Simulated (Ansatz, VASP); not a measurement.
# SnTe2 in two plane-wave programs, part 2 of 2

Aim: how closely do two programs agree when they are given the same cell, functional and k mesh? The cell is generated by rule, not measured, and may not be a known phase. The cell is taken from a series of runs on this material, whose earlier steps may have relaxed, scaled, displaced or heated it; both programs get it as it stands.

VASP 6.6.1 and Ansatz 0.2.0.

So far. Step 2 (Ansatz: single point, PBE, pair 1): The run ends at a pressure of -0.02 GPa, with forces up to 0.12 eV/Å. Step 3 (VASP: single point, PBE, pair 1): The run ends at a pressure of -0.04 GPa, with forces up to 0.12 eV/Å.

**5. VASP: single point, PBE, pair 2**

Level of this step: PBE; plane waves and PAW (Sn_d, Te); invented cell (VASP).

With cell and atoms fixed, the geometry can't cause a difference; cores, projectors, grids and the points listed under the comparison can.

INCAR

```
SYSTEM = SnTe2
PREC = Accurate
ENCUT = 500
EDIFF = 1E-06
NELM = 120
ISMEAR = 1
SIGMA = 0.2
LREAL = .FALSE.
ALGO = Normal
GGA = PE
NBANDS = 64
LORBIT = 11
LWAVE = .FALSE.
LCHARG = .FALSE.
ISIF = 2
LASPH = .TRUE.
GGA_COMPAT = .FALSE.
KPAR = 2
```

POSCAR

```
SnTe2
1.0
    7.0577214653      0.0000000000      0.0000000000
    0.0000000000      7.0577214653      0.0000000000
    0.0000000000      0.0000000000      8.8481204969
Sn Te
4 8
Direct
    0.0062612804      0.9937387196      0.0000000000
    0.9937387196      0.0062612804      0.5000000000
    0.5000000000      0.5000000000      0.2500000000
    0.5000000000      0.5000000000      0.7500000000
    0.2880428352      0.3160957839      0.0000000000
    0.3160957839      0.2880428352      0.5000000000
    0.6839042161      0.7119571648      0.0000000000
    0.7119571648      0.6839042161      0.5000000000
    0.8020693096      0.1979306904      0.2461266558
    0.8020693096      0.1979306904      0.7538733442
    0.1979306904      0.8020693096      0.2538733442
    0.1979306904      0.8020693096      0.7461266558
```

KPOINTS

```
Automatic mesh
0
Gamma
6 6 4
0 0 0
```

PAW data sets: Sn_d and Te (PBE family, release 64).

Launch:

```bash
mpirun -np 2 vasp_std
```

Numbers of over 12 decimals in the logs are rounded to 6 here.

Log:

```text
[... set-up lines as in an earlier step ...]
 entering main loop
       N       E                     dE             d eps       ncg     rms          rms(c)
DAV:   1     0.948860439986E+03    0.94886E+03   -0.42266E+04  4992   0.161E+03
DAV:   2     0.112680576847E+03   -0.83618E+03   -0.81191E+03  5256   0.402E+02
DAV:   3    -0.297931788641E+02   -0.14247E+03   -0.13834E+03  5800   0.171E+02
DAV:   4    -0.396207739970E+02   -0.98276E+01   -0.96494E+01  5824   0.449E+01
[...]
DAV:  11    -0.395462967917E+02   -0.70418E-04   -0.10636E-04  5832   0.352E-02    0.132E-02
DAV:  12    -0.395463047666E+02   -0.79749E-05   -0.18576E-05  5800   0.209E-02    0.577E-03
DAV:  13    -0.395463041785E+02    0.58816E-06   -0.14729E-06  3664   0.612E-03
   1 F= -.39546304E+02 E0= -.39548001E+02  d E =0.508968E-02
```

From OUTCAR (step 5):

```text
  Total       -0.1972052     -0.1972052     -0.3428277     -0.3531044      0.0000000      0.0000000
  in kB       -0.7168840     -0.7168840     -1.2462536     -1.2836116      0.0000000      0.0000000
  external PRESSURE =      -0.8933405 kB  Pullay stress =       0.0000000 kB

 POSITION                                       TOTAL-FORCE (eV/Angst)
 -----------------------------------------------------------------------------------
      0.04419      7.01353      0.00000         0.054371     -0.054371      0.000000
      7.01353      0.04419      4.42406        -0.054371      0.054371      0.000000
      3.52886      3.52886      2.21203         0.000000      0.000000     -0.000000
      3.52886      3.52886      6.63609        -0.000000      0.000000      0.000000
      2.03293      2.23092      0.00000        -0.140747      0.122494      0.000000
      2.23092      2.03293      4.42406         0.122494     -0.140747      0.000000
      4.82681      5.02480      0.00000        -0.122494      0.140747      0.000000
      5.02480      4.82681      4.42406         0.140747     -0.122494      0.000000
      5.66078      1.39694      2.17776        -0.002028      0.002028     -0.051711
      5.66078      1.39694      6.67036        -0.002028      0.002028      0.051711
      1.39694      5.66078      2.24630         0.002028     -0.002028      0.051711
      1.39694      5.66078      6.60182         0.002028     -0.002028     -0.051711
 -----------------------------------------------------------------------------------
    total drift:                                0.000000      0.000000     -0.000000

  FREE ENERGIE OF THE ION-ELECTRON SYSTEM (eV)
  ---------------------------------------------------
  free  energy   TOTEN  =       -39.5463041785 eV

  energy  without entropy=      -39.5513938570  energy(sigma->0) =      -39.54800074

[... 2 parts as in an earlier step ...]

[... 1 further part left out ...]
[key lines of the parts left out:]
E-fermi :   4.3936
```

The run ends at a pressure of -0.09 GPa, with forces up to 0.19 eV/Å.

**6. Ansatz: single point, PBE, pair 2**

The same cell, functional, mesh and smearing now go to Ansatz, which takes its cutoff from its data sets.

The cell is taken from a series of runs on this material, whose earlier steps may have relaxed, scaled, displaced or heated it; both programs get it as it stands.

input.yaml

```yaml
crystal:
  lattice:
    - [7.0577214653, 0.0, 0.0]
    - [0.0, 7.0577214653, 0.0]
    - [0.0, 0.0, 8.8481204969]
  atoms:
    - { symbol: Sn, position: [0.0062612804, -0.0062612804, 0.0] }
    - { symbol: Sn, position: [-0.0062612804, 0.0062612804, 0.5] }
    - { symbol: Sn, position: [0.5, 0.5, 0.25] }
    - { symbol: Sn, position: [0.5, 0.5, 0.75] }
    - { symbol: Te, position: [0.2880428352, 0.3160957839, 0.0] }
    - { symbol: Te, position: [0.3160957839, 0.2880428352, 0.5] }
    - { symbol: Te, position: [0.6839042161, 0.7119571648, 0.0] }
    - { symbol: Te, position: [0.7119571648, 0.6839042161, 0.5] }
    - { symbol: Te, position: [0.8020693096, 0.1979306904, 0.2461266558] }
    - { symbol: Te, position: [0.8020693096, 0.1979306904, 0.7538733442] }
    - { symbol: Te, position: [0.1979306904, 0.8020693096, 0.2538733442] }
    - { symbol: Te, position: [0.1979306904, 0.8020693096, 0.7461266558] }
kpoints:
  mp_grid: { grid: [6, 6, 4] }
hamiltonian:
  xc: pbe
scf:
  occupations: { method: methfessel_paxton, width: 0.2 }
output:
  forces: true
  stress: true
  eigenvalues: true
```

Launch:

```bash
ansatz run input.yaml --threads 4 --pin off --max-ram 14336MiB --backend cpu --events-out ev --progress --plain --runs-dir out
```

Log:

```text
[...]
Crystal: 12 atoms, lattice volume = 440.738 Å³
Basis set: ecut = 420 eV, 8609 PW (Γ), exchange–correlation on 96×96×120 points (8 copies of the dense FFT grid, shifted against one another)
Bands: 111, of which v1, the nominal top of the filled ones, is band 92 counted from 1 (91 counted from 0)
Symmetry: 8 space group operations
[...]
k-points: 39 of 144
[...]
k-point 0: bands = [... 88 lower, 6.1210, 6.1890, 6.6285, 6.7863, 7.0789, 7.2117, 7.3941, 7.4576, ... 15 higher]
  k-point 1: bands = [... 88 lower, 6.2535, 6.5780, 6.5863, 6.7992, 6.9681, 7.2501, 7.7472, 7.9435, ... 15 higher]
  k-point 2: bands = [... 88 lower, 6.5165, 6.5165, 6.8400, 6.8400, 6.9131, 6.9131, 8.3222, 8.3222, ... 15 higher]
  k-point 38: bands = [... 88 lower, 6.4622, 6.4622, 6.5351, 6.5351, 7.4009, 7.4009, 7.4341, 7.4341, ... 15 higher]
[key lines of the parts left out:]
SCF converged after 7 iterations
Free energy (F): -79935.525443 eV
Fermi energy:    6.808153 eV
P = ⅓ Tr σ = -0.0726 GPa (-0.726 kbar)
```

The run ends at a pressure of -0.07 GPa, with forces up to 0.19 eV/Å.

**7. Differences**

What differs besides the data sets and the points named for the pairs above, as far as they apply: the data sets hold 184 valence electrons in Ansatz (on its default PAW (the set named soft_2) files) and 104 in VASP. Total energies have different zeros and are not compared.

Both answers:

| quantity | Ansatz | VASP | difference |
| --- | --- | --- | --- |
| pressure (GPa) | -0.07 | -0.09 | +0.02 |

Forces on 7 of the 12 atoms, those with the largest forces and the largest differences (eV/Å; atoms numbered as in POSCAR):

| atom | Ansatz x, y, z | VASP x, y, z |
| --- | --- | --- |
| Sn1 | 0.057, -0.057, 0.000 | 0.054, -0.054, 0.000 |
| Sn2 | -0.057, 0.057, 0.000 | -0.054, 0.054, 0.000 |
| Te5 | -0.140, 0.126, 0.000 | -0.141, 0.122, 0.000 |
| Te6 | 0.126, -0.140, 0.000 | 0.122, -0.141, 0.000 |
| Te7 | -0.126, 0.140, 0.000 | -0.122, 0.141, 0.000 |
| Te8 | 0.140, -0.126, 0.000 | 0.141, -0.122, 0.000 |
| Te10 | 0.000, 0.000, 0.051 | -0.002, 0.002, 0.052 |

The forces differ by 1.7 meV/Å r.m.s., which is 2.5 % of the r.m.s. force of 0.067 eV/Å (both taken over all components).

**8. Ansatz: single point, PBE, pair 3**

A single point gives forces, pressure and levels at one fixed geometry, so differences don't come from the geometry; what else differs is listed under the comparison.

The cell is taken from a series of runs on this material, whose earlier steps may have relaxed, scaled, displaced or heated it; both programs get it as it stands.

input.yaml

```yaml
crystal:
  lattice:
    - [7.0577214653, 0.0, 0.0]
    - [0.0, 7.0577214653, 0.0]
    - [0.0, 0.0, 8.8481204969]
  atoms:
    - { symbol: Sn, position: [0.0098391549, -0.0098391549, 0.0] }
    - { symbol: Sn, position: [-0.0098391549, 0.0098391549, 0.5] }
    - { symbol: Sn, position: [0.5, 0.5, 0.25] }
    - { symbol: Sn, position: [0.5, 0.5, 0.75] }
    - { symbol: Te, position: [0.2800277069, 0.3241109122, 0.0] }
    - { symbol: Te, position: [0.3241109122, 0.2800277069, 0.5] }
    - { symbol: Te, position: [0.6758890878, 0.7199722931, 0.0] }
    - { symbol: Te, position: [0.7199722931, 0.6758890878, 0.5] }
    - { symbol: Te, position: [0.8020693096, 0.1979306904, 0.2439133163] }
    - { symbol: Te, position: [0.8020693096, 0.1979306904, 0.7560866837] }
    - { symbol: Te, position: [0.1979306904, 0.8020693096, 0.2560866837] }
    - { symbol: Te, position: [0.1979306904, 0.8020693096, 0.7439133163] }
kpoints:
  mp_grid: { grid: [6, 6, 4] }
hamiltonian:
  xc: pbe
scf:
  occupations: { method: methfessel_paxton, width: 0.2 }
output:
  forces: true
  stress: true
  eigenvalues: true
```

Log:

```text
[...]
Crystal: 12 atoms, lattice volume = 440.738 Å³
Basis set: ecut = 420 eV, 8609 PW (Γ), exchange–correlation on 96×96×120 points (8 copies of the dense FFT grid, shifted against one another)
Bands: 111, of which v1, the nominal top of the filled ones, is band 92 counted from 1 (91 counted from 0)
Symmetry: 8 space group operations
[...]
k-points: 39 of 144
[...]
k-point 0: bands = [... 88 lower, 6.1253, 6.2745, 6.4948, 6.8122, 7.0663, 7.3163, 7.3981, 7.4584, ... 15 higher]
  k-point 1: bands = [... 88 lower, 6.2320, 6.4579, 6.6353, 6.8210, 7.0571, 7.2484, 7.7560, 7.9327, ... 15 higher]
  k-point 2: bands = [... 88 lower, 6.5297, 6.5297, 6.8259, 6.8259, 6.9968, 6.9968, 8.2936, 8.2936, ... 15 higher]
  k-point 38: bands = [... 88 lower, 6.4557, 6.4557, 6.6090, 6.6090, 7.3698, 7.3698, 7.4479, 7.4479, ... 15 higher]
[key lines of the parts left out:]
SCF converged after 7 iterations
Free energy (F): -79935.606578 eV
Fermi energy:    6.823919 eV
P = ⅓ Tr σ = -0.1615 GPa (-1.615 kbar)
```

The run ends at a pressure of -0.16 GPa, with forces up to 0.24 eV/Å.

**9. VASP: single point, PBE, pair 3**

The same cell, functional, mesh and smearing now go to VASP, with its own data sets.

INCAR is that of step 5.

POSCAR

```
SnTe2
1.0
    7.0577214653      0.0000000000      0.0000000000
    0.0000000000      7.0577214653      0.0000000000
    0.0000000000      0.0000000000      8.8481204969
Sn Te
4 8
Direct
    0.0098391549      0.9901608451      0.0000000000
    0.9901608451      0.0098391549      0.5000000000
    0.5000000000      0.5000000000      0.2500000000
    0.5000000000      0.5000000000      0.7500000000
    0.2800277069      0.3241109122      0.0000000000
    0.3241109122      0.2800277069      0.5000000000
    0.6758890878      0.7199722931      0.0000000000
    0.7199722931      0.6758890878      0.5000000000
    0.8020693096      0.1979306904      0.2439133163
    0.8020693096      0.1979306904      0.7560866837
    0.1979306904      0.8020693096      0.2560866837
    0.1979306904      0.8020693096      0.7439133163
```

KPOINTS is that of step 5.

Launch:

```bash
mpirun -np 2 vasp_std
```

Log:

```text
[... set-up lines as in an earlier step ...]
 entering main loop
       N       E                     dE             d eps       ncg     rms          rms(c)
DAV:   1     0.948230118289E+03    0.94823E+03   -0.42240E+04  4992   0.162E+03
DAV:   2     0.112960029886E+03   -0.83527E+03   -0.81129E+03  5232   0.401E+02
DAV:   3    -0.298866152216E+02   -0.14285E+03   -0.13875E+03  5800   0.171E+02
DAV:   4    -0.396666962029E+02   -0.97801E+01   -0.95828E+01  5776   0.449E+01
[...]
DAV:  11    -0.396264782011E+02   -0.65597E-04   -0.10576E-04  6032   0.358E-02    0.170E-02
DAV:  12    -0.396264903578E+02   -0.12157E-04   -0.26705E-05  5608   0.245E-02    0.897E-03
DAV:  13    -0.396264900201E+02    0.33764E-06   -0.17783E-06  4056   0.666E-03
   1 F= -.39626490E+02 E0= -.39629751E+02  d E =0.978250E-02
```

From OUTCAR (step 9):

```text
  Total       -0.4039459     -0.4039459     -0.6566796     -0.7665336      0.0000000      0.0000000
  in kB       -1.4684318     -1.4684318     -2.3871740     -2.7865172      0.0000000      0.0000000
  external PRESSURE =      -1.7746792 kB  Pullay stress =       0.0000000 kB

 POSITION                                       TOTAL-FORCE (eV/Angst)
 -----------------------------------------------------------------------------------
      0.06944      6.98828      0.00000         0.070213     -0.070213      0.000000
      6.98828      0.06944      4.42406        -0.070213      0.070213      0.000000
      3.52886      3.52886      2.21203         0.000000      0.000000      0.000000
      3.52886      3.52886      6.63609         0.000000      0.000000      0.000000
      1.97636      2.28748      0.00000        -0.188839      0.144014      0.000000
      2.28748      1.97636      4.42406         0.144014     -0.188839      0.000000
      4.77024      5.08136      0.00000        -0.144014      0.188839      0.000000
      5.08136      4.77024      4.42406         0.188839     -0.144014      0.000000
      5.66078      1.39694      2.15817         0.000901     -0.000901     -0.077333
      5.66078      1.39694      6.68995         0.000901     -0.000901      0.077333
      1.39694      5.66078      2.26589        -0.000901      0.000901      0.077333
      1.39694      5.66078      6.58223        -0.000901      0.000901     -0.077333
 -----------------------------------------------------------------------------------
    total drift:                                0.000000      0.000000      0.000000

  FREE ENERGIE OF THE ION-ELECTRON SYSTEM (eV)
  ---------------------------------------------------
  free  energy   TOTEN  =       -39.6264900201 eV

  energy  without entropy=      -39.6362725226  energy(sigma->0) =      -39.62975085

[... 2 parts as in an earlier step ...]

[... 1 further part left out ...]
[key lines of the parts left out:]
E-fermi :   4.4093
```

The run ends at a pressure of -0.18 GPa, with forces up to 0.24 eV/Å.

**10. Side by side**

What differs besides the data sets and the points named for the pairs above, as far as they apply: the data sets hold 184 valence electrons in Ansatz (on its default PAW (the set named soft_2) files) and 104 in VASP. Total energies have different zeros and are not compared.

Both answers:

| quantity | Ansatz | VASP | difference |
| --- | --- | --- | --- |
| pressure (GPa) | -0.16 | -0.18 | +0.02 |

Forces on 7 of the 12 atoms, those with the largest forces and the largest differences (eV/Å; atoms numbered as in POSCAR):

| atom | Ansatz x, y, z | VASP x, y, z |
| --- | --- | --- |
| Sn1 | 0.073, -0.073, 0.000 | 0.070, -0.070, 0.000 |
| Sn2 | -0.073, 0.073, 0.000 | -0.070, 0.070, 0.000 |
| Te5 | -0.189, 0.148, 0.000 | -0.189, 0.144, 0.000 |
| Te6 | 0.148, -0.189, 0.000 | 0.144, -0.189, 0.000 |
| Te7 | -0.148, 0.189, 0.000 | -0.144, 0.189, 0.000 |
| Te8 | 0.189, -0.148, 0.000 | 0.189, -0.144, 0.000 |
| Te10 | 0.003, -0.003, 0.077 | 0.001, -0.001, 0.077 |

The forces differ by 1.7 meV/Å r.m.s., which is 2.0 % of the r.m.s. force of 0.086 eV/Å (both taken over all components).

**11. Outcome**

| Property | Result |
| --- | --- |
| r.m.s. force difference (single point, PBE, pair 1) | 1.4 meV/Å |
| r.m.s. force difference (single point, PBE, pair 2) | 1.7 meV/Å |
| r.m.s. force difference (single point, PBE, pair 3) | 1.7 meV/Å |

In words: The r.m.s. force difference is 1.7 meV/Å (single point, PBE, pair 3), within the 12 meV/Å picked in this series as the mark of a large difference. The data sets hold unlike numbers of valence electrons (184 in Ansatz and 104 in VASP), so part of the differences comes from the potentials. How closely two codes agree says nothing of how well the functional describes the real material.

[Lines on the potential files, build, host, timing and source positions are cut from VASP's logs without a mark.]

[Logs are printed without paths, hosts, clocks, repeated set-up lines and the standing remarks that a program may print on its own settings, such as how far it seeks lower states.]

[Hosts, paths, dates, database ids (printed as entryN), source tags and the programs' standing remarks are cut or masked in the printed files.]
